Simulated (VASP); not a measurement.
A run of VASP 6.6.1 is set up as follows.

The input POSCAR:

```
Ge
1.0
   -0.0000000000      2.8805013358      2.8805013358
    2.8805013358      0.0000000000      2.8805013358
    2.8805013358      2.8805013358      0.0000000000
  Ge
     2
Direct
     1.0000000000000000    1.0000000000000000    1.0000000000000000
     0.2500000000000000    0.2500000000000000    0.2500000000000000
```

Contents of INCAR.step1:

```
ALGO     = Fast           # electronic algorithm
EDIFF    = 1E-8           # SCF threshold, eV
EDIFFG   = -0.002         # ionic threshold
ENCUT    = 600            # plane-wave cutoff, eV
GGA      = PE             # functional
IBRION   = 2              # ionic algorithm
ISIF     = 3              # what is computed and relaxed
ISMEAR   = 0              # smearing method
LASPH    = True           # aspherical terms in the spheres
LCHARG   = False          # write CHGCAR
LREAL    = False          # projectors in reciprocal space
LWAVE    = False          # write WAVECAR
NELM     = 80             # most SCF steps
NSW      = 40             # ionic steps
PREC     = Accurate       # precision mode
SIGMA    = 0.03           # smearing width, eV
```

Contents of INCAR.step2:

```
ALGO     = Fast           # electronic algorithm
EDIFF    = 1E-8           # SCF threshold, eV
ENCUT    = 600            # plane-wave cutoff, eV
GGA      = PE             # functional
IBRION   = 6              # ionic algorithm
ISIF     = 2              # what is computed and relaxed
ISMEAR   = 0              # smearing method
LASPH    = True           # aspherical terms in the spheres
LCHARG   = False          # write CHGCAR
LREAL    = False          # projectors in reciprocal space
LWAVE    = False          # write WAVECAR
NELM     = 80             # most SCF steps
NFREE    = 2            
NSW      = 1              # ionic steps
POTIM    = 0.015          # step
PREC     = Accurate       # precision mode
SIGMA    = 0.03           # smearing width, eV
```

The input KPOINTS:

```
k-points
0
Gamma
  10 10 10
```

Potentials or basis: VASP PAW PBE potentials, release 64 (Ge_d).

The run is started by

```bash
$ cat potpaw_PBE.64/Ge_d/POTCAR > POTCAR
$ cp INCAR.step1 INCAR
$ mpirun -np 1 vasp_std > vasp.out
$ cp CONTCAR POSCAR
$ cp INCAR.step2 INCAR
$ mpirun -np 1 vasp_std > vasp.out
```

Problem. Predict the highest phonon frequency at Γ.

Solution. 270 cm⁻¹.

Phonon frequencies in cm⁻¹ (negative: imaginary):
```csv
q point,frequencies
"(0.000, 0.000, 0.000)",0 0 0 270 270 270
```
